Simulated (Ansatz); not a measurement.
Set up this calculation in Ansatz 0.2.0, as the native input.

| Item | Value |
| --- | --- |
| Task | band structure |
| Functional | LDA |
| Potentials or basis | Ansatz PAW |
| Cutoff | 420 eV (not typed: the program's choice for these potentials) |
| k mesh | 5 × 5 × 8 |
| Occupations | fermi-dirac, width 0.05 eV |
| Spin | no spin polarisation |
| Path | [["G", "M", "K", "G", "A", "L", "H", "A"], ["L", "M"], ["K", "H"]] |
| Points for each segment of the path | 14 |

La2O3:

```
La O
1.0
     6.26678    0.00000    0.00000
    -3.13339    5.42719    0.00000
     0.00000    0.00000    3.29977
La O
2 3
Direct
  0.66667 0.33333 0.50000
  0.33333 0.66667 0.50000
  0.50801 0.00000 0.00000
  0.00000 0.50801 0.00000
  0.49199 0.49199 0.00000
```

The cell comes from a database or a generator and needn't be the stable form of this composition.

The input as run:

input.yaml

```yaml
crystal:
  lattice:
    - [6.2667802772, 0.0, 0.0]
    - [-3.1333901386, 5.42719092, 0.0]
    - [0.0, 0.0, 3.299766]
  atoms:
    - { symbol: La, position: [0.6666666667, 0.3333333333, 0.5] }
    - { symbol: La, position: [0.3333333333, 0.6666666667, 0.5] }
    - { symbol: O, position: [0.50801399, 0.0, 0.0] }
    - { symbol: O, position: [0.0, 0.50801399, 0.0] }
    - { symbol: O, position: [0.49198601, 0.49198601, 0.0] }
hamiltonian:
  xc: lda
  pseudopotentials: { kind: paw }
kpoints:
  mp_grid: { grid: [5, 5, 8] }
  band_path:
    path:
      - [[0.0, 0.0, 0.0], [0.5, 0.0, 0.0], [0.3333333333, 0.3333333333, 0.0], [0.0, 0.0, 0.0], [0.0, 0.0, 0.5], [0.5, 0.0, 0.5], [0.3333333333, 0.3333333333, 0.5], [0.0, 0.0, 0.5]]
      - [[0.5, 0.0, 0.5], [0.5, 0.0, 0.0]]
      - [[0.3333333333, 0.3333333333, 0.0], [0.3333333333, 0.3333333333, 0.5]]
    npoints: 14
scf:
  occupations: { method: fermi_dirac, width: 0.05 }
  n_extra_bands: 12
output:
  forces: true
  stress: true
  eigenvalues: true
  fatbands: true
```

Potentials or basis: Ansatz PAW.

Run with:

```console
$ ansatz run input.yaml --threads 2 --pin off --max-ram 5632MiB --backend cpu --events-out ev --progress --plain --runs-dir out
```

Results of the run:

```yaml
Pressure: -3.3 GPa
Largest_force: 0.073 eV/Å
Band_gap_on_the_k_mesh: 1.39 eV, indirect (least direct gap 1.91 eV)
Band_gap_along_the_path: 1.39 eV, indirect (least direct gap 1.91 eV)
```

Caveat: the pressure holds a Pulay correction of +0.4 GPa for the finite cutoff; spin-orbit coupling is left out, which moves the levels of the heavy elements; the PAW data sets come from PBE, with cores solved anew for the run's functional, which leaves a small shift of forces and pressure.

Run time: 19 s on 2 threads of Intel(R) Xeon(R) Processor @ 2.70GHz, on a shared host, peak memory 0.51 GiB.
